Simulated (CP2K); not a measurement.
Sr:

```
Sr
1.0
     4.30253    0.00000    0.00000
     2.15127    3.72610    0.00000
     2.15127    1.24203    3.51300
Sr
1
Direct
  0.00000 0.00000 0.00000
```

Program: CP2K 2026.2. Alike in all runs: no spin polarisation; cell as given; k mesh 8 × 8 × 8.

Problem. Order these runs on this cell by their pressure, lowest first.
A. level RPBE+D3(BJ)+ATM; potentials or basis POTENTIAL_UZH Sr GTH-PBE-q10; TZVP-MOLOPT-PBE-GTH basis; smearing fermi-dirac 0.05 eV; EPS_DEFAULT 1.0E-10; NGRIDS 5; basis sets Sr TZVP-MOLOPT-PBE-GTH-q10; potentials Sr GTH-PBE-q10 of POTENTIAL_UZH
B. level r2SCAN; potentials or basis POTENTIAL_UZH Sr GTH-SCAN-q10; TZVP-MOLOPT-SCAN-GTH basis; smearing fermi-dirac 0.1 eV; EPS_DEFAULT 1.0E-10; NGRIDS 4; basis sets Sr TZVP-MOLOPT-SCAN-GTH-q10; potentials Sr GTH-SCAN-q10 of POTENTIAL_UZH; points a segment of the path (NPOINTS) 8
C. level LDA; potentials or basis GTH_POTENTIALS Sr GTH-PADE-q10; TZVP-MOLOPT-PBE-GTH basis; smearing fermi-dirac 0.1 eV; EPS_DEFAULT 1.0E-9; NGRIDS 5; basis sets Sr TZVP-MOLOPT-PBE-GTH-q10; potentials Sr GTH-PADE-q10 of GTH_POTENTIALS; points a segment of the path (NPOINTS) 10

Solution. A (-5.2 GPa), C (-1.6 GPa), B (0.1 GPa).

Caveats: the basis of atomic orbitals isn't converged, which shifts pressures, moduli and gaps; the potentials were made for another functional, which shifts forces and pressure (some runs); pairwise dispersion overbinds metals, which lowers pressure and volume (some runs).

Not every run made on this cell is shown here.
